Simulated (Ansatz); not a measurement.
Zone-centre phonons of HfO2: input and output

Theory: Ansatz, DFT PBE, scalar-relativistic, plane waves, PAW.

Launched with:
```bash
ansatz run input.yaml --threads 4 --pin off --max-ram 12288MiB --backend cpu --events-out ev --progress --plain --runs-dir out
```

Input (bare energies are in eV):
```yaml
crystal:
  lattice:
    - [5.1612523781, 0.0, -0.0158203136]
    - [0.0, 5.2117165615, 0.0]
    - [-0.8820380115, 0.0, 5.2792319903]
  atoms:
    - { symbol: Hf, position: [0.2757357002, 0.0428879603, 0.2083677548] }
    - { symbol: Hf, position: [0.7242642998, 0.5428879603, 0.2916322452] }
    - { symbol: Hf, position: [0.7242642998, 0.9571120397, 0.7916322452] }
    - { symbol: Hf, position: [0.2757357002, 0.4571120397, 0.7083677548] }
    - { symbol: O, position: [0.4491716144, 0.7571962586, 0.4766240511] }
    - { symbol: O, position: [0.5508283856, 0.2571962586, 0.0233759489] }
    - { symbol: O, position: [0.5508283856, 0.2428037414, 0.5233759489] }
    - { symbol: O, position: [0.4491716144, 0.7428037414, 0.9766240511] }
    - { symbol: O, position: [0.0671099919, 0.3285719981, 0.3485042444] }
    - { symbol: O, position: [0.9328900081, 0.8285719981, 0.1514957556] }
    - { symbol: O, position: [0.9328900081, 0.6714280019, 0.6514957556] }
    - { symbol: O, position: [0.0671099919, 0.1714280019, 0.8485042444] }
basis:
  ecutwfc: 420
kpoints:
  mp_grid: { grid: [6, 6, 6] }
hamiltonian:
  xc: pbe
scf:
  occupations: { method: fixed }
output:
  eigenvalues: true
phonons:
  method: dfpt
  dielectric: true
  rigid_motions: translations
```

Results section of the output:
```
--- Phonons (Γ-DFPT): 9 representative perturbations + reference, on 112 of 216 k-points (Σ response iterations 44) ---
  k mesh reduced under 1 symmetry operation, with k and −k counted as one. Each operation leaves every solved perturbation unchanged. A smaller set is not considered because the run solves the response ...
  ASR residual: 8.976e-5 → 0.000e0 eV/Å²; symmetrization residual: 1.111e-6 eV/Å²
  ASR residual per site (eV/Å²): 1.12e-5 1.12e-5 1.12e-5 1.12e-5 2.44e-5 2.44e-5 2.44e-5 2.44e-5 8.98e-5 8.98e-5 8.98e-5 8.98e-5
  Γ frequencies (cm⁻¹): 0.00 0.00 0.00 107.40 121.16 122.33 122.57 140.78 157.20 172.50 211.16 231.93 234.40 242.59 246.10 296.91 297.91 313.52 317.40 322.22 357.68 359.35 374.32 388.64 472.52 482.90 483.85 491.99 521.90 542.30 569.77 ...
  ε∞ (high-frequency dielectric tensor):
        4.944271    -0.000000     0.132361
       -0.000000     4.946407     0.000000
        0.132360     0.000000     4.669941
  ε⁰ (static dielectric tensor: ions relaxed, cell fixed):
       21.730280     0.000000     1.565117
        0.000000    19.874780    -0.000000
        1.565116    -0.000000    16.401122
  ε⁰ − ε∞ (ionic part):
       16.786009     0.000000     1.432756
        0.000000    14.928374    -0.000000
        1.432756    -0.000000    11.731181
  softest optical mode at Γ: 107.40 cm⁻¹; the repairs (sum rule, projections) moved no ω² at Γ by more than (1.50 cm⁻¹)²
  Born effective charges Z* (e; rows j = field, columns β = displacement):
    site 0:
         5.33070   -0.34549    0.21345
        -0.17233    5.29112    0.17561
         0.22308    0.33353    4.81880
    site 1:
         5.33070    0.34549    0.21345
         0.17233    5.29112   -0.17561
         0.22308   -0.33353    4.81880
    site 2:
         5.33070   -0.34549    0.21345
        -0.17233    5.29112    0.17561
         0.22308    0.33353    4.81880
    site 3:
         5.33070    0.34549    0.21345
         0.17233    5.29112   -0.17561
         0.22308   -0.33353    4.81880
    site 4:
        -2.38791    0.16718    0.00530
         0.22371   -2.70783    0.35122
        -0.04329    0.41490   -2.54846
    site 5:
        -2.38791   -0.16718    0.00530
        -0.22371   -2.70783   -0.35122
        -0.04329   -0.41490   -2.54846
    site 6:
        -2.38791    0.16718    0.00530
         0.22371   -2.70783    0.35122
        -0.04329    0.41490   -2.54846
    site 7:
        -2.38791   -0.16718    0.00530
        -0.22371   -2.70783   -0.35122
        -0.04329   -0.41490   -2.54846
    site 8:
        -2.94279    1.08561   -0.21875
         1.29304   -2.58330   -0.67677
        -0.17978   -0.69505   -2.27033
    site 9:
        -2.94279   -1.08561   -0.21875
        -1.29304   -2.58330    0.67677
        -0.17978    0.69505   -2.27033
    site 10:
        -2.94279    1.08561   -0.21875
         1.29304   -2.58330   -0.67677
        -0.17978   -0.69505   -2.27033
    site 11:
        -2.94279   -1.08561   -0.21875
        -1.29304   -2.58330    0.67677
        -0.17978    0.69505   -2.27033
  Z* charge neutrality: 2.338e-5 e pre-enforcement
  k-mesh period / interband length: 31.0 Å / 1.43 Å = 21.60 at k = (0.0000, 0.0000, 0.0000), direct gap 4.529 eV — 14 or more, which is no proof of convergence
  optical modes at Γ without the LO–TO term, one row a degenerate level:
      ω (cm⁻¹) modes IR ((D/Å)²/amu)
        107.40      1             0.0000
        121.16      1             0.0000
        122.33      1             0.0703
        122.57      1             0.0000
        140.78      1             0.0000
        157.20      1             0.0000
        172.50      1             2.0024
        211.16      1            18.1488
        231.93      1             0.0000
        234.40      1             1.1089
        242.59      1             0.0000
        246.10      1            18.5251
        296.91      1            68.5585
        297.91      1             0.0000
        313.52      1            28.8116
        317.40      1            31.1728
        322.22      1             0.0000
        357.68      1             0.0000
        359.35      1            35.9593
        374.32      1             0.0000
        388.64      1            32.8963
        472.52      1             0.0000
        482.90      1            12.1775
        483.85      1            21.8226
        491.99      1             0.0000
        521.90      1             0.0000
        542.30      1             0.0000
        569.77      1            11.7213
        598.50      1             0.0000
        624.38      1             0.0125
        633.15      1             0.0000
        699.65      1            13.7030
        739.75      1             0.0000
  optical modes at Γ + LO–TO along q̂ = [1.0000, 0.0000, 0.0000]:
      ω (cm⁻¹) modes IR ((D/Å)²/amu)
        107.40      1             0.0000
        121.16      1             0.0000
        122.33      1             0.0703
        122.57      1             0.0000
        140.78      1             0.0000
        157.20      1             0.0000
        172.50      1             2.0024
        230.02      1             3.8016
        231.93      1             0.0000
        234.60      1             2.1568
        242.59      1             0.0000
        246.10      1            18.5251
        297.91      1             0.0000
        313.47      1            31.0241
        317.40      1            31.1728
        322.22      1             0.0000
        356.97      1            42.2788
        357.68      1             0.0000
        374.32      1             0.0000
        388.64      1            32.8963
        427.49      1            11.7610
        472.52      1             0.0000
        482.90      1            12.1775
        491.99      1             0.0000
        521.90      1             0.0000
        542.30      1             0.0000
        569.77      1            11.7213
        592.81      1            35.6452
        598.50      1             0.0000
        624.38      1             0.0125
        633.15      1             0.0000
        739.75      1             0.0000
        767.86      1            61.4452
  optical modes at Γ + LO–TO along q̂ = [0.0000, 1.0000, 0.0000]:
      ω (cm⁻¹) modes IR ((D/Å)²/amu)
        107.40      1             0.0000
        121.16      1             0.0000
        122.51      1             0.0031
        122.57      1             0.0000
        140.78      1             0.0000
        157.20      1             0.0000
        175.75      1             0.0680
        211.16      1            18.1488
        231.93      1             0.0000
        234.40      1             1.1089
        242.59      1             0.0000
        265.73      1             0.4821
        296.91      1            68.5585
        297.91      1             0.0000
        313.52      1            28.8116
        322.22      1             0.0000
        351.34      1             0.9857
        357.68      1             0.0000
        359.35      1            35.9593
        374.32      1             0.0000
        458.91      1             2.8892
        472.52      1             0.0000
        483.85      1            21.8226
        491.99      1             0.0000
        521.90      1             0.0000
        540.53      1             6.1918
        542.30      1             0.0000
        598.50      1             0.0000
        624.33      1             0.0243
        633.15      1             0.0000
        699.65      1            13.7030
        708.59      1            97.9340
        739.75      1             0.0000
  optical modes at Γ + LO–TO along q̂ = [0.0000, 0.0000, 1.0000]:
      ω (cm⁻¹) modes IR ((D/Å)²/amu)
        107.40      1             0.0000
        121.16      1             0.0000
        122.33      1             0.0703
        122.57      1             0.0000
        140.78      1             0.0000
        157.20      1             0.0000
        172.50      1             2.0024
        212.71      1            19.1755
        231.93      1             0.0000
        235.66      1             0.6884
        242.59      1             0.0000
        246.10      1            18.5251
        297.91      1             0.0000
        301.65      1            45.0447
        317.40      1            31.1728
        322.22      1             0.0000
        336.71      1             7.8898
        357.68      1             0.0000
        374.32      1             0.0000
        388.64      1            32.8963
        472.52      1             0.0000
        474.54      1            21.2990
        482.90      1            12.1775
        491.99      1             0.0000
        521.90      1             0.0000
        542.30      1             0.0000
        569.77      1            11.7213
        598.50      1             0.0000
        619.37      1            77.5866
        624.38      1             0.0125
   ...
```

Time: 18 min on 4 threads of Intel(R) Xeon(R) Platinum 8259CL CPU @ 2.50GHz (Skylake/Cascade Lake) (shared host), peak memory 5.3 GiB.

Spin–orbit coupling is left out, which matters for heavy elements.